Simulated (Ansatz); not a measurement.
Runs of Ansatz 0.2.0 on ZrS2. The structure is trigonal, space group P-3m1 (No. 164). The conventional cell has a = 3.691 Å, b = 3.691 Å, c = 6.041 Å, α = 90.00°, β = 90.00°, γ = 120.00°. Zr (site symmetry -3m) has 6 S at 2.57 Å as nearest neighbours. Around S (site symmetry 3m) lie 3 Zr at 2.57 Å. The cell is a database's computed one.

```tsv
task	level	cell	k mesh	cutoff (eV)	smearing	points for each segment of the path	atoms under strain	mesh quality	gap on the mesh (eV)	pressure (GPa)	relaxed volume (Å³/atom)	largest force (eV/Å)
single point	PBE	as given	8 × 8 × 5	420	gaussian 0.014 eV	-	-	not flagged	1.05	0.5	-	0.04
single point	PBE	as given	8 × 8 × 5	420	gaussian 0.03 eV	-	-	not flagged	1.05	0.5	-	0.04
relaxation of cell and atoms	BLYP+D3(BJ)	relaxed	8 × 8 × 5	420	fermi-dirac 0.05 eV	-	-	not flagged	0.59	0.0	21.48	0.01
band structure	r2SCANh	as given	4 × 4 × 3	500	fermi-dirac 0.05 eV	4	-	coarse	(a)	(c)	-	0.09
band structure	revPBE	as given	8 × 8 × 5	420	fermi-dirac 0.05 eV	14	-	not flagged	1.10	(b)	-	0.10
elastic constants	PBE	as given	6 × 6 × 4	420	fixed	-	relaxed	not flagged	1.06	0.4	-	-
relaxation of cell and atoms	revPBE+D3(BJ)	relaxed	8 × 8 × 5	420	fermi-dirac 0.05 eV	-	-	not flagged	0.52	0.0	20.98	-
band structure	r2SCAN0	as given	4 × 4 × 3	500	fermi-dirac 0.05 eV	4	-	coarse	2.85	-0.6	-	0.18
relaxation of cell and atoms	BLYP	relaxed	8 × 8 × 5	420	fermi-dirac 0.05 eV	-	-	not flagged	1.36	0.0	36.84	-
relaxation of cell and atoms	PBE+D4	relaxed	8 × 8 × 5	420	fermi-dirac 0.05 eV	-	-	not flagged	0.83	0.0	22.38	-
elastic constants	LDA	as given	6 × 6 × 4	420	fixed	-	relaxed	not flagged	(d)	-3.0	-	-
single point	PBE	as given	8 × 8 × 5	420	gaussian 0.029 eV	-	-	not flagged	1.05	0.5	-	0.04
```

Alike in all rows: potentials or basis Ansatz PAW; no spin polarisation.

Question: Fill in the values left out.

Answer: (a) 1.98; (b) 2.0; (c) -0.1; (d) 1.01.

Caveats: some runs use coarse meshes; odd divisions of the mesh miss points on the zone boundary, where band edges often lie, so the gap on the mesh can be too wide (some runs); the PAW data sets come from PBE, with cores solved anew for the run's functional, which leaves a small shift of forces and pressure (some runs); this functional lacks dispersion, which binds the layers, so the pressure and a relaxed spacing across them are unreliable (some runs); the plane-wave basis is chosen anew once the cell has moved, so the energies of steps on either side of that aren't comparable (some runs); the k mesh misses the band edges, so the gap on the mesh is wider than the one along the path (some runs); the thresholds are loose for stress (some runs); the volume moved by over 15 % at a fixed basis, so the end points are rough (some runs).

A k mesh can miss the band edges, and the runs leave out spin-orbit coupling on Zr.
